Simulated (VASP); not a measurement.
Write the native input for VASP 6.6.1 that does the following.

* Task: relaxation of cell and atoms
* Functional: PBE
* Potentials or basis: VASP PAW PBE potentials, release 64 (Hf_pv, N)
* Cutoff: 600 eV
* k mesh: 17 × 17 × 17
* Occupations: methfessel-paxton, width 0.1 eV
* Spin: no spin polarisation
* Further INCAR settings: ALGO = Normal; EDIFF = 1e-06; IBRION = 2; EDIFFG = -0.005; NSW = 80; ISIF = 3

The structure of HfN lies in POSCAR:

```
HfN                                     
1.0
    0.0000000000      2.2670456942      2.2670456942
    2.2670456942      0.0000000000      2.2670456942
    2.2670456942      2.2670456942      0.0000000000
  Hf              N             
     1     1
Direct
     0.0000000000000000    0.0000000000000000    0.0000000000000000
     0.5000000000000000    0.5000000000000000    0.5000000000000000
```

The cell is a database's computed one.

The input as run:

INCAR

```
PREC = Accurate
ENCUT = 600
EDIFF = 1E-6
ISMEAR = 1
SIGMA = 0.1
LREAL = False
LASPH = True
NELM = 120
ALGO = Normal
ISIF = 3
LWAVE = False
LCHARG = False
GGA = PE
IBRION = 2
NSW = 80
EDIFFG = -0.005
KPAR = 2
```

KPOINTS

```
regular mesh
0
Gamma
  17 17 17
```

Potentials or basis: VASP PAW PBE potentials, release 64 (Hf_pv, N).

Launch:

```console
$ cat potpaw_PBE.64/Hf_pv/POTCAR potpaw_PBE.64/N/POTCAR > POTCAR
$ mpirun -np 2 vasp_std > vasp.out
```

Results of the run:

```json
{
 "Pressure after relaxing": "0.0 GPa",
 "Band gap on the k mesh": "none (metal or under the smearing width)"
}
```

Caveat: the relaxation stopped at its first step, so nothing moved.

Run time: 13 s on 2 MPI ranks on Intel(R) Xeon(R) 6975P-C (Granite Rapids), with other jobs on the host, peak memory 0.19 GiB a rank.
